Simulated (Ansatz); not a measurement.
## Point defect: H vacancy in LiH

All numbers below come from DFT PBE, scalar-relativistic, plane waves, PAW in Ansatz 0.2.0. Run with 420 eV cutoff, 2×2×2 k-mesh, Gaussian smearing of 0.01 eV, collinear spin in charge 0 alone.

Host crystal, relaxed:

```
Li H
1.0
     0.00000    2.00355    2.00355
     2.00355    0.00000    2.00355
     2.00355    2.00355    0.00000
Li H
1 1
Direct
  0.00000 0.00000 0.00000
  0.50000 0.50000 0.50000
```

Supercell of 16 atoms, rows in host cell vectors: 0 -2 2; 0 0 2; -2 0 2. Atoms relax at the host's cell, keeping the symmetry that the supercell leaves at the site. The cell is small, so energies carry finite-size errors of tenths of an eV. The host's Kohn–Sham gap is 2.98 eV.

Starting moments were lost in some runs.

Defect: H vacancy at (0.500, 0.500, 0.500) of the host cell, charge -1.

(1) Give the relaxed supercell.

Results:

(1)
```
CELL_PARAMETERS angstrom
0.00000 4.00710 -4.00710
4.00710 4.00710 0.00000
4.00710 0.00000 -4.00710
ATOMIC_POSITIONS crystal
Li 0.49701 0.50299 0.00299
Li 0.49701 0.99701 0.00299
Li 0.00000 0.50000 0.00000
Li 0.00299 0.99701 0.00299
Li 0.49701 0.50299 0.49701
Li 0.50000 0.00000 0.50000
Li 0.00299 0.50299 0.49701
Li 0.00299 0.99701 0.49701
H 0.25000 0.25000 0.25000
H 0.75000 0.75000 0.25000
H 0.75000 0.25000 0.25000
H 0.25000 0.75000 0.75000
H 0.25000 0.25000 0.75000
H 0.75000 0.75000 0.75000
H 0.75000 0.25000 0.75000
```
Around the defect: 6 Li at 1.98 Å. The run ended with a moment of 0.00 μB (no spin polarisation).

Cost: 3 runs of about 0.28 core-minutes in all, on Arm Neoverse V1 (shared hosts).